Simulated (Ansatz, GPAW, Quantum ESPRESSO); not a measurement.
# SiC: valence-band photoemission, part 5 of 8

Aim: the valence spectrum of SiC from He I to hard X-rays, and which orbitals make each feature.

Ansatz 0.2.0, Quantum ESPRESSO 7.5 and GPAW 26.7.0; DFT, PBEsol, plane-wave PAW, default files, scalar-relativistic (the session's first sound run).

So far. Step 3 (With LDA): At this level the gap is 1.32 eV on the path. Step 5 (Quantum ESPRESSO: self-consistent run): At this level the gap is 1.24 eV on the k-mesh of the self-consistent run, which can miss the band edges.

**8. Quantum ESPRESSO: bands**

Level of this step: DFT, PBEsol, plane waves, ultrasoft GBRV pseudopotentials, scalar-relativistic (Quantum ESPRESSO).

The bands are solved at chosen points on the fixed potential.

Input file bands.in:

```
&control
  calculation = 'bands'
  prefix = 'pes'
  outdir = './tmp'
  pseudo_dir = './pp'
  verbosity = 'high'
/
&system
  ibrav = 0
  nat = 2
  ntyp = 2
  ecutwfc = 40.0
  ecutrho = 200.0
  occupations = 'smearing'
  nbnd = 12
  smearing = 'fd'
  degauss = 0.00367
/
&electrons
  conv_thr = 2e-09
  mixing_beta = 0.5
  electron_maxstep = 120
  diago_full_acc = .true.
/
ATOMIC_SPECIES
Si 28.0850 si_pbesol_v1.uspp.F.UPF
C 12.0110 c_pbesol_v1.2.uspp.F.UPF
CELL_PARAMETERS angstrom
 0.000000000 2.179000000 2.179000000
 2.179000000 0.000000000 2.179000000
 2.179000000 2.179000000 0.000000000
ATOMIC_POSITIONS crystal
Si 0.000000000 0.000000000 0.000000000
C 0.750000000 0.750000000 0.750000000
K_POINTS crystal
92
 0.00000000 0.00000000 0.00000000 1
 -0.03333333 -0.03333333 0.00000000 1
 -0.06666667 -0.06666667 0.00000000 1
 -0.10000000 -0.10000000 0.00000000 1
 -0.13333333 -0.13333333 0.00000000 1
 -0.16666667 -0.16666667 0.00000000 1
 ! [... 84 more points ...]
 -0.50000000 -0.48333333 0.01666667 1
 -0.50000000 -0.50000000 0.00000000 1
```

Run with:

```console
OMP_NUM_THREADS=1 mpirun -n 2 pw.x -nk 2 -in bands.in > bands.out
```

The program printed:

```text
[banner, memory and clock lines left out]
Program PWSCF v.7.5 starts

          URL

     Atomic positions and unit cell read from directory:
     ./tmp/pes.save/

     Message from routine setup:
     using ibrav=0 with symmetry is DISCOURAGED, use correct ibrav instead

     G-vector sticks info

     bravais-lattice index     =            0
     lattice parameter (alat)  =       5.8233  a.u.
     unit-cell volume          =     139.6363 (a.u.)^3
     number of atoms/cell      =            2
     number of atomic types    =            2
     number of electrons       =         8.00
     number of Kohn-Sham states=           12
     kinetic-energy cutoff     =      40.0000  Ry
     charge density cutoff     =     200.0000  Ry
     Exchange-correlation= SLA  PW   PSX  PSC
                           (   1   4  10   8   0   0   0)

     celldm(1)=   5.823326  celldm(2)=   0.000000  celldm(3)=   0.000000
     celldm(4)=   0.000000  celldm(5)=   0.000000  celldm(6)=   0.000000

     crystal axes: (cart. coord. in units of alat)
               a(1) = (   0.000000   0.707107   0.707107 )
               a(2) = (   0.707107   0.000000   0.707107 )
               a(3) = (   0.707107   0.707107   0.000000 )

     reciprocal axes: (cart. coord. in units 2 pi/alat)
               b(1) = ( -0.707107  0.707107  0.707107 )
               b(2) = (  0.707107 -0.707107  0.707107 )
               b(3) = (  0.707107  0.707107 -0.707107 )

     PseudoPot. # 1 for Si read from file:
     ./pp/si_pbesol_v1.uspp.F.UPF
     Pseudo is Ultrasoft + core correction, Zval =  4.0
     Generated by new atomic code, or converted to UPF format
     Using radial grid of  899 points,  6 beta functions with:
                l(1) =   0
                l(2) =   0
                l(3) =   1
                l(4) =   1
                l(5) =   2
                l(6) =   2
     Q(r) pseudized with  8 coefficients,  rinner =    0.900   0.900   0.900
                                                       0.900   0.900

     PseudoPot. # 2 for C  read from file:
     ./pp/c_pbesol_v1.2.uspp.F.UPF
     Pseudo is Ultrasoft + core correction, Zval =  4.0
     Generated by new atomic code, or converted to UPF format
     Using radial grid of  721 points,  4 beta functions with:
                l(1) =   0
                l(2) =   0
                l(3) =   1
                l(4) =   1
     Q(r) pseudized with  8 coefficients,  rinner =    1.100   1.100   1.100

     atomic species   valence    mass     pseudopotential
     Si                4.00    28.08500     Si( 1.00)
     C                 4.00    12.01100     C ( 1.00)

     24 Sym. Ops. (no inversion) found

                                    s                        frac. trans.

      isym =  1     identity

 cryst.   s( 1) = (     1          0          0      )
                  (     0          1          0      )
                  (     0          0          1      )

 cart.    s( 1) = (  1.0000000 -0.0000000  0.0000000 )
                  ( -0.0000000  1.0000000  0.0000000 )
                  ( -0.0000000  0.0000000  1.0000000 )

      isym =  2     180 deg rotation - cart. axis [0,0,1]

 cryst.   s( 2) = (     0          1         -1      )
                  (     1          0         -1      )
                  (     0          0         -1      )

 cart.    s( 2) = ( -1.0000000  0.0000000  0.0000000 )
                  (  0.0000000 -1.0000000  0.0000000 )
                  (  0.0000000 -0.0000000  1.0000000 )

      isym =  3     180 deg rotation - cart. axis [0,1,0]

 cryst.   s( 3) = (     0         -1          1      )
                  (     0         -1          0      )
                  (     1         -1          0      )

 cart.    s( 3) = ( -1.0000000 -0.0000000 -0.0000000 )
                  (  0.0000000  1.0000000 -0.0000000 )
                  (  0.0000000  0.0000000 -1.0000000 )

      isym =  4     180 deg rotation - cart. axis [1,0,0]

 cryst.   s( 4) = (    -1          0          0      )
                  (    -1          0          1      )
                  (    -1          1          0      )

 cart.    s( 4) = (  1.0000000  0.0000000 -0.0000000 )
                  ( -0.0000000 -1.0000000 -0.0000000 )
                  ( -0.0000000 -0.0000000 -1.0000000 )

      isym =  5     120 deg rotation - cart. axis [-1,-1,-1]

 cryst.   s( 5) = (     0          0          1      )
[...]
cart.    s( 5) = (  0.0000000  1.0000000 -0.0000000 )
[...]
isym =  6     120 deg rotation - cart. axis [-1,1,1]

 cryst.   s( 6) = (     1         -1          0      )
[...]
cart.    s( 6) = ( -0.0000000 -1.0000000 -0.0000000 )
[...]
isym =  7     120 deg rotation - cart. axis [1,1,-1]

 cryst.   s( 7) = (    -1          1          0      )
[...]
cart.    s( 7) = ( -0.0000000  1.0000000  0.0000000 )
[...]
isym =  8     120 deg rotation - cart. axis [1,-1,1]

 cryst.   s( 8) = (     0          0         -1      )
[...]
cart.    s( 8) = (  0.0000000 -1.0000000  0.0000000 )
[...]
isym =  9     120 deg rotation - cart. axis [1,1,1]

 cryst.   s( 9) = (     0          1          0      )
[...]
cart.    s( 9) = ( -0.0000000  0.0000000  1.0000000 )
[...]
isym = 10     120 deg rotation - cart. axis [-1,1,-1]

 cryst.   s(10) = (    -1          0          1      )
[...]
cart.    s(10) = (  0.0000000 -0.0000000  1.0000000 )
[...]
isym = 11     120 deg rotation - cart. axis [1,-1,-1]

 cryst.   s(11) = (     1          0         -1      )
[...]
cart.    s(11) = (  0.0000000  0.0000000 -1.0000000 )
[...]
isym = 12     120 deg rotation - cart. axis [-1,-1,1]

 cryst.   s(12) = (     0         -1          0      )
[...]
cart.    s(12) = ( -0.0000000 -0.0000000 -1.0000000 )
[...]
isym = 13     inv. 180 deg rotation - cart. axis [1,1,0]

 cryst.   s(13) = (     1          0         -1      )
[...]
cart.    s(13) = (  0.0000000 -1.0000000  0.0000000 )
[...]
isym = 14     inv. 180 deg rotation - cart. axis [1,-1,0]

 cryst.   s(14) = (     0          1          0      )
[...]
cart.    s(14) = ( -0.0000000  1.0000000  0.0000000 )
[...]
isym = 15     inv.  90 deg rotation - cart. axis [0,0,-1]

 cryst.   s(15) = (     0         -1          0      )
[...]
cart.    s(15) = ( -0.0000000 -1.0000000 -0.0000000 )
[...]
Computing kpt #:     7  of    46 on this pool

     Computing kpt #:     8  of    46 on this pool

     Computing kpt #:     9  of    46 on this pool

     Computing kpt #:    10  of    46 on this pool

     Computing kpt #:    11  of    46 on this pool

     Computing kpt #:    12  of    46 on this pool

     Computing kpt #:    13  of    46 on this pool

     Computing kpt #:    14  of    46 on this pool

     Computing kpt #:    15  of    46 on this pool

     Computing kpt #:    16  of    46 on this pool

[...]
Computing kpt #:    39  of    46 on this pool

     Computing kpt #:    40  of    46 on this pool

     Computing kpt #:    41  of    46 on this pool

     Computing kpt #:    42  of    46 on this pool

     Computing kpt #:    43  of    46 on this pool

     Computing kpt #:    44  of    46 on this pool

     Computing kpt #:    45  of    46 on this pool

     Computing kpt #:    46  of    46 on this pool

     ethr =  2.50E-11,  avg # of iterations = 42.7

     End of band structure calculation

          k = 0.0000 0.0000 0.0000 (   609 PWs)   bands (ev):

    -6.0192   9.4020   9.4020   9.4020  15.5902  16.6388  16.6388  16.6388
    23.8444  23.8444  25.6516  26.5137

          k = 0.0000-0.0000-0.0471 (   601 PWs)   bands (ev):

    -5.9901   9.3083   9.3428   9.3428  15.6737  16.5607  16.7241  16.7241
    23.3844  23.8770  25.7372  26.5721

          k = 0.0000-0.0000-0.0943 (   589 PWs)   bands (ev):

    -5.9028   9.0438   9.1751   9.1751  15.8657  16.3710  16.9693  16.9693
    22.4369  23.9745  26.0788  26.7476

          k =-0.0000 0.0000-0.1414 (   585 PWs)   bands (ev):

    -5.7577   8.6478   8.9232   8.9232  15.7991  16.3934  17.3482  17.3482
    21.4336  24.1367  26.6460  27.0397

          k =-0.0000 0.0000-0.1886 (   589 PWs)   bands (ev):

    -5.5555   8.1598   8.6165   8.6165  15.3782  16.6331  17.8284  17.8284
    20.5947  24.3631  27.3840  27.4477

          k = 0.0000-0.0000-0.2357 (   584 PWs)   bands (ev):

    -5.2970   7.6095   8.2820   8.2820  14.8530  16.6822  18.3797  18.3797
    20.1300  24.6529  27.9691  27.9691

          k =-0.0000 0.0000-0.2828 (   584 PWs)   bands (ev):

    -4.9836   7.0148   7.9409   7.9409  14.2739  16.3968  18.9772  18.9772
    20.1608  25.0048  28.5978  28.5978

          k =-0.0000 0.0000-0.3300 (   592 PWs)   bands (ev):

    -4.6172   6.3854   7.6091   7.6091  13.6648  15.9031  19.6008  19.6008
    20.5523  25.4170  29.3219  29.3219

          k = 0.0000-0.0000-0.3771 (   592 PWs)   bands (ev):

    -4.2001   5.7273   7.2984   7.2984  13.0513  15.3761  20.2346  20.2346
    21.1119  25.8868  30.1177  30.1177

          k = 0.0000-0.0000-0.4243 (   592 PWs)   bands (ev):

    -3.7361   5.0446   7.0171   7.0171  12.4638  14.8984  20.8645  20.8645
    21.7269  26.4095  30.9363  30.9363

          k = 0.0000-0.0000-0.4714 (   592 PWs)   bands (ev):

    -3.2304   4.3439   6.7712   6.7712  11.9317  14.4947  21.4754  21.4754
    22.3363  26.9777  31.6334  31.6676

          k =-0.0000 0.0000-0.5185 (   604 PWs)   bands (ev):

    -2.6917   3.6361   6.5652   6.5652  11.4778  14.1687  22.0488  22.0488
    22.8991  27.5785  31.8563  32.0981

          k =-0.0000 0.0000-0.5657 (   608 PWs)   bands (ev):

    -2.1355   2.9409   6.4021   6.4021  11.1168  13.9184  22.5593  22.5593
    23.3824  28.1875  31.9718  32.0872

          k =-0.0000 0.0000-0.6128 (   604 PWs)   bands (ev):

    -1.5941   2.2954   6.2844   6.2844  10.8561  13.7414  22.9724  22.9724
    23.7559  28.7572  31.8356  31.8356

          k = 0.0000-0.0000-0.6600 (   596 PWs)   bands (ev):

    -1.1443   1.7811   6.2132   6.2132  10.6990  13.6359  23.2461  23.2461
    23.9937  29.1965  31.5974  31.5974

          k = 0.0000 0.0000-0.7071 (   588 PWs)   bands (ev):

    -0.9512   1.5661   6.1893   6.1893  10.6466  13.6008  23.3426  23.3426
    24.0756  29.3695  31.5049  31.5049

          k = 0.0118 0.0118-0.7071 (   592 PWs)   bands (ev):

[...]
k = 0.0236 0.0236-0.7071 (   600 PWs)   bands (ev):

[...]
k = 0.0354 0.0354-0.7071 (   600 PWs)   bands (ev):

[...]
k = 0.0471 0.0471-0.7071 (   600 PWs)   bands (ev):

[...]
k = 0.0589 0.0589-0.7071 (   608 PWs)   bands (ev):

[...]
k = 0.0707 0.0707-0.7071 (   608 PWs)   bands (ev):

[...]
k = 0.0825 0.0825-0.7071 (   608 PWs)   bands (ev):

[...]
k = 0.0943 0.0943-0.7071 (   608 PWs)   bands (ev):

[...]
k = 0.1061 0.1061-0.7071 (   606 PWs)   bands (ev):

[...]
k = 0.1179 0.1179-0.7071 (   602 PWs)   bands (ev):

[...]
k = 0.1296 0.1296-0.7071 (   604 PWs)   bands (ev):

[...]
k = 0.1414 0.1414-0.7071 (   604 PWs)   bands (ev):

[...]
k = 0.1532 0.1532-0.7071 (   604 PWs)   bands (ev):

[...]
k = 0.1650 0.1650-0.7071 (   594 PWs)   bands (ev):

[...]
k = 0.1768 0.1768-0.7071 (   594 PWs)   bands (ev):

[...]
k = 0.5303-0.0000-0.5303 (   594 PWs)   bands (ev):

[...]
k = 0.4950-0.0000-0.4950 (   602 PWs)   bands (ev):

[...]
k = 0.3889-0.0000-0.3889 (   602 PWs)   bands (ev):

[...]
k = 0.3182-0.0000-0.3182 (   600 PWs)   bands (ev):

[...]
k = 0.2828-0.0000-0.2828 (   596 PWs)   bands (ev):

[...]
k = 0.2475-0.0000-0.2475 (   596 PWs)   bands (ev):

[...]
k = 0.1414-0.0000-0.1414 (   586 PWs)   bands (ev):

[...]
k = 0.0707-0.0000-0.0707 (   591 PWs)   bands (ev):

[...]
k = 0.0354-0.0000-0.0354 (   597 PWs)   bands (ev):

[...]
k = 0.0000 0.0000 0.0000 (   609 PWs)   bands (ev):

[...]
k = 0.3300-0.0000-0.7071 (   604 PWs)   bands (ev):

[...]
k = 0.2828-0.0000-0.7071 (   610 PWs)   bands (ev):

[...]
k = 0.2593-0.0000-0.7071 (   600 PWs)   bands (ev):

[...]
k = 0.2357-0.0000-0.7071 (   600 PWs)   bands (ev):

[...]
k = 0.2121-0.0000-0.7071 (   604 PWs)   bands (ev):

[...]
k = 0.1886-0.0000-0.7071 (   602 PWs)   bands (ev):

[...]
k = 0.1650 0.0000-0.7071 (   606 PWs)   bands (ev):

    -0.8495   1.8411   5.3827   5.3871  12.1822  15.1061  21.4921  22.8115
    23.4304  27.5045  30.6372  33.1450

          k = 0.1414 0.0000-0.7071 (   604 PWs)   bands (ev):

    -0.8735   1.7715   5.5463   5.5624  11.8323  14.7398  21.9160  23.1542
    23.4116  27.7529  30.7163  33.0206

          k = 0.1179 0.0000-0.7071 (   608 PWs)   bands (ev):

    -0.8955   1.7105   5.7051   5.7314  11.5095  14.4136  22.3079  23.3811
    23.4555  28.0399  30.8146  32.8792

          k = 0.0943 0.0000-0.7071 (   608 PWs)   bands (ev):

    -0.9146   1.6594   5.8560   5.8831  11.2231  14.1337  22.6548  23.3724
    23.6808  28.3585  30.9351  32.6873

          k = 0.0707 0.0000-0.7071 (   604 PWs)   bands (ev):

    -0.9302   1.6190   5.9898   6.0108  10.9832  13.9067  22.9434  23.3599
    23.8567  28.6930  31.0793  32.2770

          k = 0.0471 0.0000-0.7071 (   596 PWs)   bands (ev):

    -0.9418   1.5897   6.0963   6.1079  10.8007  13.7389  23.1609  23.3505
    23.9795  29.0142  31.2446  31.9022

          k = 0.0236 0.0000-0.7071 (   592 PWs)   bands (ev):

    -0.9488   1.5721   6.1653   6.1686  10.6859  13.6357  23.2964  23.3446
    24.0518  29.2677  31.4129  31.6171

          k = 0.0000 0.0000-0.7071 (   588 PWs)   bands (ev):

    -0.9512   1.5661   6.1893   6.1893  10.6466  13.6008  23.3426  23.3426
    24.0756  29.3695  31.5049  31.5049

     XML data file, pseudopotentials, collected wavefunctions

                                        0.00s GPU  (    2187 calls)
```

Run time: 5.8 s. Hardware: 2 MPI ranks of Arm Neoverse V1, shared host.

Numbers from this step:

- gap on the path: 1.245 eV
- least direct gap on the path: 4.457 eV
- valence top on path: 2.00e-4 eV

Electronic bands along the path, in eV, zero at the valence-band maximum; v1 is the highest filled band, c1 the lowest empty one:

```tsv
point	v4	v3	v2	v1	c1	c2
Γ	-15.42	0.00	0.00	0.00	6.19	7.24
0.53 of the way	-13.60	-3.67	-2.10	-2.10	3.65	5.97
X	-10.35	-7.84	-3.21	-3.21	1.25	4.20
0.53 of the way	-10.29	-7.65	-4.38	-3.04	2.06	5.33
U	-10.35	-7.30	-5.61	-2.62	3.00	7.67
jump to K	-10.35	-7.30	-5.61	-2.62	3.00	7.67
0.47 of the way	-13.40	-4.82	-3.25	-0.65	6.48	7.93
Γ	-15.42	0.00	0.00	0.00	6.19	7.24
0.53 of the way	-14.06	-4.70	-0.66	-0.66	5.86	7.80
L	-11.82	-8.60	-1.06	-1.06	5.37	7.14
0.53 of the way	-11.08	-7.79	-3.96	-2.45	5.11	7.30
W	-10.11	-7.04	-5.05	-4.75	5.12	9.37
0.47 of the way	-10.23	-7.48	-4.20	-4.17	3.15	6.11
X	-10.35	-7.84	-3.21	-3.21	1.25	4.20
```

The electronic bands as a text plot (rows in eV, shown from -8.0 to 4.2 only):

```
    3.9 |            +     +
    3.4 |      +          +
    2.9 |       +        +                                   +
    2.4 |        +      +                                     +
    1.9 |         +    +                                       +
    1.4 |          ++++                                         +
    0.9 |
    0.4 |
   -0.1 |**                      **********
   -0.6 |  **                   *   **  *  ****
   -1.1 |   **                **   **    *     *****
   -1.6 |    **             **    *                ***
   -2.2 |      **         **     * *      *         *
   -2.7 |        **      *        *                   **
   -3.2 |     *    ******       *          *         *          *
   -3.7 |      *      *        * *          *           *     **
   -4.2 |       *      *      *                       ** *   *
   -4.7 |               *    *  *                         ***
   -5.2 |        *          *  *                        ****
   -5.7 |         *      ***  *              *
   -6.2 |                    *                *
   -6.7 |                   *
   -7.2 |          *     ***                            ******
   -7.7 |           *****                      *      **      ***
         Γ           X  U|K            Γ         L        W     X
```

On this path the gap is indirect, 1.25 eV, with the valence top at Γ and the conduction bottom at X. The least direct gap is 4.46 eV.

(Part 5 of 8 ends here.)

[Logs are printed without paths, hosts, clocks, repeated set-up lines and the standing remarks that a program may print on its own settings, such as how far it seeks lower states.]

[Hosts, paths, dates, database ids (printed as entryN), source tags and the programs' standing remarks are cut or masked in the printed files.]

[Maps of the electrostatic potential energy from Ansatz leave out the sawtooth potential of an applied field or a dipole correction, so their vacuum need not be flat; work functions include it.]

[Peak lists hold at most the 14 tallest peaks of each spectrum; further lines can be left out.]
